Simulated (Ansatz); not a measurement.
## Property card for Cd

These are results of DFT r2SCAN, scalar-relativistic, plane waves, PAW (Ansatz), not measurements.

Cutoff 500 eV; k points 15×15×4 on the computed 4-atom cell (Γ-centred); Gaussian smearing, width 0.10 eV; no spin polarisation.

The structure is relaxed at this level of theory with its symmetry kept.

```xyz
4
Lattice="2.9604 0.0000 0.0000 -1.4802 2.5638 0.0000 0.0000 0.0000 11.6434" Properties=species:S:1:pos:R:3 pbc="T T T"
Cd    0.0000    0.0000    0.0000
Cd    0.0000    1.7092    2.9108
Cd    0.0000    0.0000    5.8217
Cd    1.4802    0.8546    8.7325
```

```json
{"Space group": "P6_3/mmc (No. 194)", "Volume per atom": "22.09 Å³", "Formation energy from the elements' standard states (uncorrected)": "+0.004 eV/atom", "Generalised Kohn–Sham band gap": "none (metal)", "Density of states at the Fermi level": "0.90 states/eV per cell", "Bader charges (e)": "Cd (2 in the cell) 0.00, Cd (2 in the cell) 0.00"}
```